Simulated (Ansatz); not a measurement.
Space group Pm-3n (No. 223). a = 5.319 Å, b = 5.319 Å, c = 5.319 Å, α = 90.00°, β = 90.00°, γ = 90.00°
| atom | site | symmetry | x | y | z |
| --- | --- | --- | --- | --- | --- |
| Nb | 6c | -4m.2 | 0.2500 | 0.0000 | 0.5000 |
| Sn | 2a | m-3. | 0.0000 | 0.0000 | 0.0000 |

Equation of state of this Nb3Sn structure (not necessarily the ground state), with shape and atoms relaxed at each volume where symmetry leaves them free. It has no gap at any of these volumes. The calculation used DFT PBE, scalar-relativistic, plane waves, PAW in Ansatz.

Plane waves to 420 eV, a k mesh through Γ of 8×8×8 on the computed 8-atom cell and Gaussian smearing (0.10 eV); no spin polarisation.

| V (Å³/atom) | E − E(largest V) (meV/atom) | P (GPa) |
| --- | --- | --- |
| 17.683 | 6.87 | 11.42 |
| 18.248 | -22.15 | 5.26 |
| 18.812 | -31.11 | 0.00 |
| 19.376 | -22.90 | -4.51 |
| 19.941 | 0.00 | -8.36 |

Question: Fit a third-order Birch–Murnaghan equation to E(V).

Answer: V0 = 18.81 Å³/atom, B0 = 162 GPa, B0' = 4.2.